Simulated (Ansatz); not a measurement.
B: distorted cells

Computed with DFT PBEsol, scalar-relativistic, plane waves, PAW (Ansatz).

Plane waves to 420 eV, a k mesh through Γ of 24×24×10 on the computed 1-atom cell and Gaussian smearing (0.10 eV); no spin polarisation.

Reference cell:

```
CELL_PARAMETERS angstrom
1.70243 0.00000 0.00000
-0.85122 1.47435 0.00000
0.00000 0.00000 3.63542
ATOMIC_POSITIONS crystal
B 0.00000 0.00000 0.00000
```

Each variant moves atoms of this cell by the vectors given, if any (Å), and then applies a symmetric strain (tensor components, Cartesian axes). The reference cell isn't relaxed at this level. Energies are per atom at zero smearing, counted from the lowest variant. Pressure is positive in compression.

1. strain (xx yy zz yz xz xy, %) 4.35 4.35 2.85 0.00 0.00 0.00
2. strain (xx yy zz yz xz xy, %) 1.21 1.98 1.81 1.00 0.90 0.08
3. strain (xx yy zz yz xz xy, %) -1.24 -2.57 -2.91 0.91 1.00 0.53

| variant | ΔE (meV/atom) | P (GPa) | space group |
| --- | --- | --- | --- |
| 1 | 60.2 | -17.63 | P6/mmm |
| 2 | 0.0 | -6.51 | P-1 |
| 3 | 18.8 | 14.26 | P-1 |

Each cell of B holds layers, and where no dispersion correction was added their binding is poorly described.

This form isn't the element's structure at ambient conditions.